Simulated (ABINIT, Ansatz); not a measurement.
# SiC (Moissanite 3C): the LO frequency by hand

How high does the longitudinal optical mode of SiC (Moissanite 3C) lie, given the transverse one, the Born charge and ε∞?

Calculated with ABINIT 10.8.3; DFT LDA, scalar-relativistic, plane waves, PseudoDojo norm-conserving pseudopotentials.

## (1) Set-up

Symmetry: F-43m, No. 216, cubic system. Conventional cell: a = 4.326 Å, b = 4.326 Å, c = 4.326 Å, α = 90.00°, β = 90.00°, γ = 90.00°. Si has 4 C at 1.87 Å nearest. C has 4 Si at 1.87 Å nearest. Farther neighbours are not listed.

Coordinates:

```xyz
2
Lattice="-2.1629 0.0000 2.1629 0.0000 2.1629 2.1629 -2.1629 2.1629 0.0000" Properties=species:S:1:pos:R:3 pbc="T T T"
Si    0.0000    0.0000    0.0000
C    -1.0814    1.0814    1.0814
```

This is the cell after its relaxation at this level of theory, not the database cell from which that began.

## (2) What the response run gave

A linear-response run on the relaxed cell, with the response to an electric field; only its zone-centre results are used. Cutoff 46 Ha, k mesh 8×8×8 with shifts.

Numbers of over 12 decimals in the logs are rounded to 6 here.

What it wrote:

```text
[banners, grids, parts of the stress and lines that vanish by symmetry left out]
- input  file    -> dfpt_gamma.abi
- output file    -> dfpt_gamma.abo
- root for input  files -> dfpt_gammai
[...]
DATASET    1 : space group F-4 3 m (#216); Bravais cF (face-center cubic)
[...]
nfft =       46656          nkpt =        1024
[...]
DATASET    2 : space group F-4 3 m (#216); Bravais cF (face-center cubic)
[...]
nfft =       46656          nkpt =        1024
[...]
== DATASET  1 ==================================================================
[...]
cutoff_energies: {ecut:  46.0, pawecutdg:  -1.0, }
[...]
-  6.00000   4.00000  180309                  znucl, zion, pspdat
[...]
Perturbation : derivative vs k along direction   1
[...]
-ETOT  1  -13.935467427889     -1.394E+01 3.304E-01 0.000E+00
 ETOT  2  -13.980119910552     -4.465E-02 4.212E-03 0.000E+00
 ETOT  3  -13.980427702637     -3.078E-04 3.028E-05 0.000E+00
 ETOT  4  -13.980430494542     -2.792E-06 3.459E-07 0.000E+00
 ETOT  5  -13.980430523331     -2.879E-08 4.224E-09 0.000E+00
[...]
At SCF step   12   max residual=  1.00E-20 < tolwfr=  1.00E-20 =>converged.
[...]
Perturbation : derivative vs k along direction   2
[...]
-ETOT  1  -13.935467427721     -1.394E+01 3.304E-01 0.000E+00
[...]
At SCF step   12   max residual=  1.00E-20 < tolwfr=  1.00E-20 =>converged.
[...]
Perturbation : derivative vs k along direction   3
[...]
-ETOT  1  -13.935467427553     -1.394E+01 3.304E-01 0.000E+00
[...]
At SCF step   12   max residual=  1.00E-20 < tolwfr=  1.00E-20 =>converged.
[...]
1        1       1.9220891953    0.0000000000
     1        2      -0.9610445976   -0.0000000000
     1        3      -0.9610445976   -0.0000000000
     2        1      -0.9610445976   -0.0000000000
     2        2       1.9220891953    0.0000000000
     2        3       0.9610445976    0.0000000000
     3        1      -0.9610445976   -0.0000000000
     3        2       0.9610445976    0.0000000000
     3        3       1.9220891953    0.0000000000
[...]
== DATASET  2 ==================================================================
[...]
cutoff_energies: {ecut:  46.0, pawecutdg:  -1.0, }
[...]
Perturbation : displacement of atom   1   along direction   1
[...]
-ETOT  1   6.888000     -4.533E+01 3.132E-01 3.924E+02
[...]
At SCF step    9       vres2   =  8.08E-13 < tolvrs=  1.00E-10 =>converged.
[...]
At SCF step    8       vres2   =  6.15E-12 < tolvrs=  1.00E-10 =>converged.
[...]
-ETOT  1   1.854923     -5.463E+00 8.439E-02 2.792E+03
[...]
ETOT  7   1.321088     -2.649E-10 6.020E-12 8.219E-09
 ETOT  8   1.321088     -3.483E-12 8.883E-14 6.053E-12
 At SCF step    8       vres2   =  6.05E-12 < tolvrs=  1.00E-10 =>converged.
[...]
Dielectric tensor, in cartesian coordinates,
[...]
1    4   1    4         6.8699815199        -0.0000000000
   1    4   2    4        -0.0000000000        -0.0000000000
   1    4   3    4        -0.0000000000        -0.0000000000
   2    4   1    4        -0.0000000000        -0.0000000000
   2    4   2    4         6.8699815199        -0.0000000000
   2    4   3    4        -0.0000000000        -0.0000000000
   3    4   1    4        -0.0000000000        -0.0000000000
   3    4   2    4         0.0000000000        -0.0000000000
   3    4   3    4         6.8699815199        -0.0000000000
  Effective charges, in cartesian coordinates,
[...]
1    1   1    4         2.7222857260         0.0000000000
   2    1   1    4        -0.0000000000         0.0000000000
   3    1   1    4         0.0000000000         0.0000000000
   1    2   1    4        -2.7223494976         0.0000000000
   2    2   1    4        -0.0000000000         0.0000000000
[...]
Effective charges, in cartesian coordinates,
[...]
Rigid-atom elastic tensor , in cartesian coordinates,
[...]
Rigid-atom proper piezoelectric tensor, in cartesian coordinates,
[...]
2    4   2    6         0.0158187905         0.0000000000
   2    4   3    6         0.0000000000         0.0000000000
   3    4   1    5         0.0000000000         0.0000000000
   3    4   2    5        -0.0000000000         0.0000000000
   3    4   3    5        -0.0000000000         0.0000000000
   3    4   1    6         0.0000000000         0.0000000000
   3    4   2    6         0.0000000000         0.0000000000
   3    4   3    6         0.0158187905         0.0000000000
  Phonon wavevector (reduced coordinates) :  0.00000  0.00000  0.00000
 Phonon energies in Hartree :
[...]
Phonon frequencies in cm-1    :
-  4.388098E-01  4.388099E-01  4.388102E-01  7.979779E+02  7.979779E+02
-  7.979779E+02
  Phonon at Gamma, with non-analyticity in the
[...]
Phonon energies in Hartree :
[...]
Phonon frequencies in cm-1    :
-  4.388098E-01  4.388099E-01  4.388354E-01  7.979779E+02  7.979779E+02
-  9.739454E+02
  Phonon at Gamma, with non-analyticity in the
[...]
Phonon energies in Hartree :
[...]
Phonon frequencies in cm-1    :
-  4.388098E-01  4.388102E-01  4.388351E-01  7.979779E+02  7.979779E+02
-  9.739454E+02
  Phonon at Gamma, with non-analyticity in the
[...]
Phonon energies in Hartree :
[...]
Phonon frequencies in cm-1    :
-  4.388099E-01  4.388102E-01  4.388350E-01  7.979779E+02  7.979779E+02
-  9.739454E+02
[...]
fcart2     0.0000000000E+00  0.0000000000E+00  0.0000000000E+00
           strten2     0.0000000000E+00  0.0000000000E+00  0.0000000000E+00
================================================================================
```

```tsv
quantity	value
cell volume Ω (Å³)	20.236
mass of Si (u)	28.085
mass of C (u)	12.011
Born charge of Si, raw (e)	2.722
Born charge of C, raw (e)	-2.722
ε∞	6.870
ω(TO) after the sum rule (cm⁻¹)	798.0
```

## (3) The calculation

The charges must sum to zero over the cell; taking off their mean, 0.000 e, leaves Z* = 2.722 e on Si. In the polar mode Si moves against C, so the reduced mass is μ = 28.09 × 12.01 / 40.10 = 8.413 u.

A longitudinal wave builds up a field that adds to the restoring force: ω(LO)² = ω(TO)² + 4π Z*² / (μ Ω ε∞), in Hartree atomic units. With μ = 15336 electron masses and Ω = 136.56 bohr³ the second term is 6.4729e-06 Ha², or 311795 cm⁻² (1 Ha = 219474.6 cm⁻¹).

So ω(LO) = √(636772 + 311795) = 973.9 cm⁻¹, and by the Lyddane-Sachs-Teller relation ε₀ = ε∞ (ω(LO)/ω(TO))² = 10.23.

## (4) Check against the program

The analysis program adds the same non-analytic term to the full matrix.

What it wrote:

```text
[banners, grids, parts of the stress and lines that vanish by symmetry left out]
-outvars_anaddb: echo values of input variables ----------------------

 Flags :
[...]
Dielectric Tensor and Effective Charges
[...]
Effective charge tensors after
[...]
Phonon wavevector (reduced coordinates) :  0.00000  0.00000  0.00000
 Phonon energies in Hartree :
[...]
Phonon energies in meV     :
-  0.000000E+00  0.000000E+00  0.000000E+00  9.893661E+01  9.893661E+01
-  9.893661E+01
 Phonon frequencies in cm-1    :
-  0.000000E+00  0.000000E+00  0.000000E+00  7.979776E+02  7.979776E+02
-  7.979776E+02
 Phonon frequencies in Thz     :
-  0.000000E+00  0.000000E+00  0.000000E+00  2.392277E+01  2.392277E+01
-  2.392277E+01
 Phonon energies in Kelvin  :
-  0.000000E+00  0.000000E+00  0.000000E+00  1.148112E+03  1.148112E+03
-  1.148112E+03
[...]
-  1  0.00000000E+00  3.28556488E-07 -3.69884995E-03
-     0.00000000E+00  0.00000000E+00  0.00000000E+00
-  2  0.00000000E+00  3.28556491E-07 -3.69884998E-03
-     0.00000000E+00  0.00000000E+00  0.00000000E+00
[...]
-  1  0.00000000E+00 -3.69884995E-03 -3.28556488E-07
-     0.00000000E+00  0.00000000E+00  0.00000000E+00
-  2  0.00000000E+00 -3.69884998E-03 -3.28556491E-07
-     0.00000000E+00  0.00000000E+00  0.00000000E+00
[...]
-  1  3.69884996E-03  0.00000000E+00  0.00000000E+00
-     0.00000000E+00  0.00000000E+00  0.00000000E+00
-  2  3.69885000E-03  0.00000000E+00  0.00000000E+00
-     0.00000000E+00  0.00000000E+00  0.00000000E+00
[...]
-  1  2.36989861E-07  0.00000000E+00  2.41888500E-03
-     0.00000000E+00  0.00000000E+00  0.00000000E+00
-  2 -5.54156913E-07  0.00000000E+00 -5.65611473E-03
-     0.00000000E+00  0.00000000E+00  0.00000000E+00
[...]
-  1  0.00000000E+00 -2.41888501E-03  0.00000000E+00
-     0.00000000E+00  0.00000000E+00  0.00000000E+00
-  2 -1.87752190E-07  5.65611475E-03  0.00000000E+00
-     0.00000000E+00  0.00000000E+00  0.00000000E+00
[...]
-  1  2.41888499E-03  0.00000000E+00 -2.36990969E-07
-     0.00000000E+00  0.00000000E+00  0.00000000E+00
-  2 -5.65611472E-03 -1.87744545E-07  5.54159504E-07
-     0.00000000E+00  0.00000000E+00  0.00000000E+00
[...]
-     1         -0.000000    -0.000000     0.000000     0.000000
-     2         -0.000000     0.000000     0.000000     0.000000
-     3         -0.000000    -0.000000    -0.000000     0.000000
-     4          0.000350     0.000049     3.573474     3.573474
-     5          0.000119    -3.573474     0.000049     3.573474
-     6          3.573474     0.000119    -0.000350     3.573474
[...]
-   1     Real    0.0000E+00  0.0000E+00  0.0000E+00  0.0000E+00  0.0000E+00  0.0000E+00  0.0000E+00
[...]
-  1  0.00000000E+00  3.27568655E-07 -3.69884995E-03
-     0.00000000E+00  0.00000000E+00  0.00000000E+00
-  2  0.00000000E+00  3.27568658E-07 -3.69884998E-03
-     0.00000000E+00  0.00000000E+00  0.00000000E+00
[...]
Phonon at Gamma, with non-analyticity in the
[...]
Phonon energies in Hartree :
[...]
Phonon energies in meV     :
-  0.000000E+00  0.000000E+00  0.000000E+00  9.893661E+01  9.893661E+01
-  1.207536E+02
 Phonon frequencies in cm-1    :
-  0.000000E+00  0.000000E+00  0.000000E+00  7.979776E+02  7.979776E+02
-  9.739437E+02
 Phonon frequencies in Thz     :
-  0.000000E+00  0.000000E+00  0.000000E+00  2.392277E+01  2.392277E+01
-  2.919810E+01
 Phonon energies in Kelvin  :
-  0.000000E+00  0.000000E+00  0.000000E+00  1.148112E+03  1.148112E+03
-  1.401288E+03
[...]
Phonon at Gamma, with non-analyticity in the
[...]
Phonon energies in Hartree :
[...]
Phonon energies in meV     :
-  0.000000E+00  0.000000E+00  0.000000E+00  9.893661E+01  9.893661E+01
-  1.207536E+02
 Phonon frequencies in cm-1    :
-  0.000000E+00  0.000000E+00  0.000000E+00  7.979776E+02  7.979776E+02
-  9.739437E+02
 Phonon frequencies in Thz     :
-  0.000000E+00  0.000000E+00  0.000000E+00  2.392277E+01  2.392277E+01
-  2.919810E+01
 Phonon energies in Kelvin  :
-  0.000000E+00  0.000000E+00  0.000000E+00  1.148112E+03  1.148112E+03
-  1.401288E+03
[...]
-  1  0.00000000E+00 -3.69884992E-03  5.51648904E-07
-     0.00000000E+00  0.00000000E+00  0.00000000E+00
-  2  0.00000000E+00 -3.69884995E-03  5.51652269E-07
-     0.00000000E+00  0.00000000E+00  0.00000000E+00
[...]
-  1  3.69884997E-03  0.00000000E+00  0.00000000E+00
-     0.00000000E+00  0.00000000E+00  0.00000000E+00
-  2  3.69884999E-03  0.00000000E+00  0.00000000E+00
-     0.00000000E+00  0.00000000E+00  0.00000000E+00
[...]
-  1  4.58107459E-04  1.43470873E-03 -1.89281618E-03
-     0.00000000E+00  0.00000000E+00  0.00000000E+00
-  2 -1.07119948E-03 -3.35480073E-03  4.42600021E-03
-     0.00000000E+00  0.00000000E+00  0.00000000E+00
[...]
-  1  1.92114740E-03 -1.35730640E-03 -5.63841004E-04
-     0.00000000E+00  0.00000000E+00  0.00000000E+00
-  2 -4.49224752E-03  3.17380972E-03  1.31843780E-03
-     0.00000000E+00  0.00000000E+00  0.00000000E+00
[...]
Direction                     Dielectric constant
[...]
Elastic Tensor (clamped ion) (unit:10^2GP):
[...]
Elastic Tensor (relaxed ion) (unit:10^2GP):
[...]
Calculation of the tensor related to piezoelectric effetc
[...]
Proper piezoelectric constants (clamped ion) (unit:c/m^2)
[...]
Proper piezoelectric constants (relaxed ion) (unit:c/m^2)
[...]
-0.00000000     -0.04233642      0.00000000
     -0.00000000      0.00000000     -0.04233643
-
```

```tsv
quantity	by hand	program
ω(LO) (cm⁻¹)	973.9	973.9
ε₀	10.23	10.23
```

## (5) Outcome

```
TO mode                    : 798.0 cm⁻¹
LO mode                    : 973.9 cm⁻¹
static dielectric constant : 10.23
```

What this shows: The LO mode of SiC (Moissanite 3C) lies at 974 cm⁻¹, 176 cm⁻¹ above the TO mode; the formula meets the program within 0.1 cm⁻¹, as it must for a cubic crystal with one polar mode. ω(LO)² − ω(TO)² goes with Z*²/ε∞: an error of 5 % in ε∞ would move the LO mode by 7.7 cm⁻¹, and semilocal functionals tend to overestimate ε∞. These are harmonic values at zero temperature, at the volume of this functional, for the structure held cubic; stability elsewhere in the zone is no part of this calculation.

[Host names and launcher messages were left out of these logs when they were recorded.]

[Logs are printed without paths, hosts, clocks, repeated set-up lines and the standing remarks that a program may print on its own settings, such as how far it seeks lower states.]

[Hosts, paths, dates, database ids (printed as entryN), source tags and the programs' standing remarks are cut or masked in the printed files.]
